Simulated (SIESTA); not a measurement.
The system is PtS2.

```xyz
3
Lattice="3.5432 0.0000 0.0000 -1.7716 3.0685 0.0000 0.0000 0.0000 5.0388" Properties=species:S:1:pos:R:3 pbc="T T T"
Pt    0.0000    0.0000    0.0000
S     1.7716    1.0228    3.8950
S     0.0000    2.0457    1.1438
```

Base run:

| Item | Value |
| --- | --- |
| Program | SIESTA 5.4.2 |
| Functional | PBE |
| Potentials or basis | PseudoDojo 0.4 standard (PBE files) |
| Basis | DZP (energy shift 0.003 Ry; two zetas on semicore shells) |
| Grid cutoff | 800 Ry |
| Energy shift | 0.003 Ry |
| k mesh | 9 × 9 × 5 |
| Occupations | fermi-dirac, width 0.05 eV |
| Spin | no spin polarisation |

Its results: band gap on the k mesh 0.97 eV, indirect (least direct gap 1.01 eV); pressure 14.7 GPa; largest force 1.916 eV/Å.

**Question.** The run is repeated on the same cell with these changes: functional from PBE to LDA; potentials or basis from PseudoDojo 0.4 standard (PBE files) to PseudoDojo 0.4 standard (LDA files). What comes out?

**Answer.** Band gap on the k mesh 0.87 eV, indirect (least direct gap 0.91 eV); pressure 6.7 GPa; largest force 1.469 eV/Å.

Caveats: short orbitals over semicore shells can move pressures by several GPa; spin-orbit coupling is left out, which moves the levels of the heavy elements; the basis of atomic orbitals isn't converged, which shifts pressures, moduli and gaps; forces of over 1 eV/Å show positions far from the minimum, so gaps and moduli don't describe the material at rest.
